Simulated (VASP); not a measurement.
# TiB2: relaxation of cell and atoms with PBE

Crystal: TiB2.

```
CELL_PARAMETERS angstrom
3.02920 0.00000 0.00000
-1.51460 2.62336 0.00000
0.00000 0.00000 3.22840
ATOMIC_POSITIONS crystal
Ti 0.00000 0.00000 0.00000
B 0.33333 0.66667 0.50000
B 0.66667 0.33333 0.50000
```

```
Program                : VASP 6.6.1
Task                   : relaxation of cell and atoms
Functional             : PBE
Potentials or basis    : VASP PAW PBE potentials, release 64 (Ti_sv, B)
Cutoff                 : 600 eV
k mesh                 : 15 × 15 × 11
Occupations            : methfessel-paxton, width 0.1 eV
Spin                   : no spin polarisation
Further INCAR settings : ALGO = Normal; EDIFF = 1e-06; IBRION = 2; EDIFFG = -0.01; NSW = 90; ISIF = 3
```

```
Relaxed volume                         : 8.56 Å³/atom
Relaxed cell                           : a = 3.032 Å, b = 3.032 Å, c = 3.225 Å, α = 90.00°, β = 90.00°, γ = 120.00°
Space group after relaxing (to 0.05 Å) : P6/mmm (No. 191)
Energy gained by relaxing              : 0.0 meV/atom
Ionic steps                            : 4
Pressure after relaxing                : 0.0 GPa
Band gap on the k mesh                 : none (metal or under the smearing width)
```

Step by step:
| step | energy change (eV) | largest force (eV/Å) | pressure (GPa) | volume (Å³) |
| --- | --- | --- | --- | --- |
| 1 | 0.0000 | 0.0000 | 0.37 | 25.66 |
| 2 | -0.0001 | 0.0000 | -0.39 | 25.73 |
| 3 | -0.0001 | 0.0000 | -0.15 | 25.70 |
| 4 | -0.0001 | 0.0000 | 0.02 | 25.68 |

Final structure:
```cif
data_structure
_symmetry_space_group_name_H-M 'P 1'
_symmetry_Int_Tables_number 1
_cell_length_a 3.0324
_cell_length_b 3.0324
_cell_length_c 3.2246
_cell_angle_alpha 90.000
_cell_angle_beta 90.000
_cell_angle_gamma 120.000
_cell_volume 25.68
loop_
_atom_site_label
_atom_site_type_symbol
_atom_site_fract_x
_atom_site_fract_y
_atom_site_fract_z
_atom_site_occupancy
Ti1 Ti 0.00000 0.00000 0.00000 1
B1 B 0.33333 0.66667 0.50000 1
B2 B 0.66667 0.33333 0.50000 1
```

Levels at points of the mesh, in eV from the Fermi level:
| k point | band 6 | band 7 | band 8 | band 9 | band 10 | band 11 | band 12 | band 13 |
| --- | --- | --- | --- | --- | --- | --- | --- | --- |
| (0.00, 0.00, 0.00) | -2.62 | -2.62 | -2.31 | -2.12 | 1.88 | 1.88 | 3.65 | 3.65 |

It took 64 s on 1 thread of Intel(R) Xeon(R) 6975P-C (Granite Rapids), on a shared host, peak memory 0.2 GiB.
